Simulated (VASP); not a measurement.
**CaO (rocksalt), LDA relaxation of cell and atoms: VASP's output and Ansatz's**

POSCAR

```
Ca O
 1.0000000000000000
     0.0000000000000000    2.4151784502728897    2.4151784502728897
     2.4151784502728897    0.0000000000000000    2.4151784502728897
     2.4151784502728897    2.4151784502728897    0.0000000000000000
 Ca  O
   1   1
Cartesian
 -0.0000000000000000 -0.0000000000000000 -0.0000000000000000
  2.4151784502728897  2.4151784502728897  2.4151784502728897
```

VASP ran with the recommended LDA PAW datasets (16 valence electrons in the cell).

From OUTCAR

```
k-points           NKPTS =     29   k-points in BZ     NKDIM =     29   number of bands    NBANDS=     15

   NELECT =      16.0000    total number of electrons

   dimension x,y,z NGX =    28 NGY =   28 NGZ =   28
   dimension x,y,z NGXF=    56 NGYF=   56 NGZF=   56

  energy-cutoff  :      600.00
  volume of cell :       26.25
      direct lattice vectors                 reciprocal lattice vectors
     0.000000000  2.358734024  2.358734024    -0.211978118  0.211978118  0.211978118
     2.358734024  0.000000000  2.358734024     0.211978118 -0.211978118  0.211978118
     2.358734024  2.358734024  0.000000000     0.211978118  0.211978118 -0.211978118

 k-points in reciprocal lattice and weights: KPOINTS created by Atomic Simulation Env
   0.00000000  0.00000000  0.00000000       0.002
   0.12500000  0.00000000  0.00000000       0.016
   0.25000000  0.00000000  0.00000000       0.016
   0.37500000  0.00000000  0.00000000       0.016
   0.50000000  0.00000000  0.00000000       0.008
   0.12500000  0.12500000  0.00000000       0.012
   0.25000000  0.12500000  0.00000000       0.047
   0.37500000  0.12500000  0.00000000       0.047
   ...

 E-fermi :   2.9042

 k-point     1 :       0.0000    0.0000    0.0000
  band No.  band energies     occupation
      1     -34.4983      2.00000
      2     -15.4970      2.00000
      3     -15.4970      2.00000
      4     -15.4970      2.00000
      5     -12.9712      2.00000
      6       2.3465      2.00000
      7       2.3465      2.00000
      8       2.3465      2.00000
      9       7.3776      0.00000
     10       8.5829      0.00000
     11       8.5829      0.00000
     12       8.5829      0.00000
     13      10.2471      0.00000
     14      10.2471      0.00000
     15      17.4912      0.00000

 k-point     2 :       0.1250    0.0000    0.0000
  band No.  band energies     occupation
      1     -34.4776      2.00000
      2     -15.7922      2.00000
      3     -15.5067      2.00000
      4     -15.5067      2.00000
      5     -12.6683      2.00000
      6       1.7771      2.00000
      7       2.1068      2.00000
      8       2.1068      2.00000
      9       8.0705      0.00000
     10       8.5485      0.00000
     11       8.8735      0.00000
     12       8.8735      0.00000
     13      10.6595      0.00000
     14      10.6595      0.00000
     15      18.1759      0.00000

 k-point     3 :       0.2500    0.0000    0.0000
  band No.  band energies     occupation
      1     -34.4271      2.00000
      2     -16.3422      2.00000
      3     -15.5299      2.00000
      4     -15.5299      2.00000
      5     -12.0968      2.00000
      6       0.7006      2.00000
      7       1.5989      2.00000
      8       1.5989      2.00000
      9       8.6377      0.00000
     10       9.5547      0.00000
     11       9.6390      0.00000
     12       9.6390      0.00000
     13      11.6449      0.00000
     14      11.6449      0.00000
     15      18.7492      0.00000

 k-point     4 :       0.3750    0.0000    0.0000
  band No.  band energies     occupation
      1     -34.3761      2.00000
      2     -16.7786      2.00000
      3     -15.5528      2.00000
      4     -15.5528      2.00000
      5     -11.6340      2.00000
      6      -0.1729      2.00000
      7       1.1622      2.00000
      8       1.1622      2.00000
      9       9.1590      0.00000
     10      10.5349      0.00000
     11      10.5349      0.00000
     12      10.7483      0.00000
     13      12.7145      0.00000
     14      12.7145      0.00000
     15      17.7446      0.00000

 k-point     5 :       0.5000    0.0000    0.0000
  band No.  band energies     occupation
      1     -34.3547      2.00000
      2     -16.9397      2.00000
      3     -15.5622      2.00000
      4     -15.5622      2.00000
      5     -11.4601      2.00000
      6      -0.5010      2.00000
      7       0.9967      2.00000
      8       0.9967      2.00000
      9       9.5627      0.00000
     10      10.9574      0.00000
     11      10.9574      0.00000
     12      11.0906      0.00000
     13      13.2516      0.00000
     14      13.2516      0.00000
     15      17.1995      0.00000

 k-point     6 :       0.1250    0.1250    0.0000
  band No.  band energies     occupation
      1     -34.4708      2.00000
      2     -15.8010      2.00000
      3     -15.5399      2.00000
      4     -15.5399      2.00000
      5     -12.6169      2.00000
      6       1.4360      2.00000
      7       2.2184      2.00000
      8       2.2184      2.00000
      9       8.0013      0.00000
     10       8.1268      0.00000
     11       9.2141      0.00000
     12       9.2141      0.00000
     13      10.4156      0.00000
     14      11.1636      0.00000
     15      18.4370      0.00000

 ...

  Total        0.0001052      0.0001052      0.0001052      0.0000000      0.0000000      0.0000000
  in kB        0.0064212      0.0064212      0.0064212      0.0000000      0.0000000      0.0000000
  external PRESSURE =       0.0064212 kB  Pullay stress =       0.0000000 kB

 POSITION                                       TOTAL-FORCE (eV/Angst)
 -----------------------------------------------------------------------------------
      0.00000      0.00000      0.00000         0.000000      0.000000     -0.000000
      2.35873      2.35873      2.35873         0.000000      0.000000      0.000000
 -----------------------------------------------------------------------------------
    total drift:                                0.000000      0.000000      0.000000

  FREE ENERGIE OF THE ION-ELECTRON SYSTEM (eV)
  ---------------------------------------------------
  free  energy   TOTEN  =       -14.2272197177 eV

  energy  without entropy=      -14.2272197177  energy(sigma->0) =      -14.22721972
```

Each program uses its own PAW datasets. VASP's cell holds 16 valence electrons and Ansatz's 16. LDA means the Perdew–Zunger form with relativistic exchange in VASP and the Perdew–Wang form in Ansatz.

**Question.** What does Ansatz give for the same cell and level of theory?

**Answer.** relaxed cell vector lengths 3.329, 3.329, 3.329 Å; relaxed cell volume 26.09 Å³.

Ansatz printed

```
basis re-selected at this cell: Δ(F+E_penalty+E_count) = +1.192e-4 eV, ΔP = -0.010 GPa vs the last step (what re-selecting the basis moved, of the pressure what is left beyond the Pulay correction that the steps carried, after the strain that the cell walked since its last selection, with what the two solves' SCF thresholds leave and, on support functions, any second-order correction that the steps lacked; it is no measure of the basis error at this ecutwfc). This SCF's stress stands 1.46e-2 GPa from its target on what of the cell is left free (relax.cell.stress_tol is 5.00e-2 GPa) and its largest allowed force component is 3.80e-30 eV/Å (relax.f_tol is 5.00e-3 eV/Å): within both
SCF converged after 6 iterations
Free energy (F): -2331.639761 eV
Harris-Foulkes:  -2331.639761 eV  (|F-HF|=7.73e-12)
Internal energy: -2331.639761 eV  (E = F + TS)
E sigma→0 (E₀):  -2331.639761 eV
Fermi energy:    9.719445 eV
--- Per-component energies (eV) ---
  E_band       = -91.633194
  E_kinetic    = 455.921883
  E_local      = -860.176714  (includes V_loc(G=0)·N_el)
  E_nonlocal   = 117.006848
  E_hartree    = 282.478640
  E_xc         = -210.279751
  E_vxc        = -266.605846  (∫ρ·V_xc dr)
  E_paw        = -963.425730  (= ΣΔE_a)
  E_vpaw       = -102.739126  (= ΣTr[D̂ρ^β])
  E_aug_tail   = 0.002488  (compensation charges beyond the density's cutoff)
  E_ewald      = -1153.547512
  E_core_change = 0.380087  (= ΣΔE_core)
  E_smearing   = -0.000000  (= −TS)
  E_closure    = 0.000000  (closes the sum)
  Σ components = -2331.639761   (vs F -2331.639761, Δ=0.00e0)
--- Forces (eV/Å), atoms counted from 1 ---
  atom   1  Ca    -0.00000000    -0.00000000     0.00000000
  atom   2  O      0.00000000    -0.00000000     0.00000000
  max |Σ_I F_I| component: 8.18e-30 eV/Å
--- Stress (GPa, compression-positive) ---
       -0.014570      -0.000000      -0.000000
       -0.000000      -0.014570      -0.000000
       -0.000000      -0.000000      -0.014570
  P = ⅓ Tr σ = -0.0146 GPa (-0.146 kbar)
--- Relaxed structure (5 steps of the walk, 5 accepted, 2 SCFs on fresh bases) ---
  F+E_penalty+E_count = -2331.63976147 eV   max|allowed force component| = 3.796e-30 eV/Å   (the final SCF, on the basis selected at the relaxed cell)
  cell:  # Å, volume = 26.0884 Å³
    - [-3.886216354033395e-34, 2.3539959938087534, 2.3539959938087534]
    - [2.3539959938087534, 8.88505497146202e-34, 2.3539959938087534]
    - [2.3539959938087534, 2.3539959938087534, 4.552993564550257e-34]
  atoms:
    - { symbol: Ca, position: [-5.814576217370803e-35, 4.4855302248287777e-35, 5.482314719234834e-35] }
    - { symbol: O, position: [0.5, 0.5, 0.5] }
```
